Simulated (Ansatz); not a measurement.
# Barrier of one jump, Al in TiAl₃

Computed with Ansatz 0.2.0, DFT PBE, scalar-relativistic, plane waves, PAW. Run with 420 eV cutoff, 4×4×4 k-mesh, shifted by half a step, Gaussian smearing of 0.10 eV, no spin polarisation.

Host crystal, relaxed:

```yaml
crystal:
  lattice:
    - [-1.92267, 1.92267, 4.31140]
    - [1.92267, -1.92267, 4.31140]
    - [1.92267, 1.92267, -4.31140]
  atoms:
    - { symbol: Ti, position: [0.00000, 0.00000, 0.00000] }
    - { symbol: Al, position: [0.50000, 0.50000, 0.00000] }
    - { symbol: Al, position: [0.75000, 0.25000, 0.50000] }
    - { symbol: Al, position: [0.25000, 0.75000, 0.50000] }
```

In a supercell of 20 host sites, interstitial Al hops to an equivalent place, moving 2.08 Å between the relaxed ends. Climbing-image nudged elastic band at fixed cell with images 0 (start) to 6 (end), the path measured over all atoms, converged to 0.05 eV/Å; the order of the saddle wasn't checked, and the small cell leaves errors of about a tenth of an eV.

Supercell rows in host cell vectors: 0 -1 -2; 1 -1 1; -2 0 -1. Al was set at (0.000, 0.500, 0.500) of the host cell.

At the relaxed start Al has 1 Al at 2.24 Å, 2 Ti at 2.38 Å, 2 Al at 2.45 Å, 2 Al at 2.78 Å, 1 Al at 2.79 Å, 1 Al at 2.80 Å.

What barrier does the band give, and what surrounds the atom at the top?

0.65 eV at image 3, where Al has 2 Ti at 2.30 Å, 2 Al at 2.31 Å, 2 Al at 2.41 Å.

Cost: 1 run of about 27 core-minutes, on Oxide Virtual Turin-like Processor (Zen 5) (shared hosts).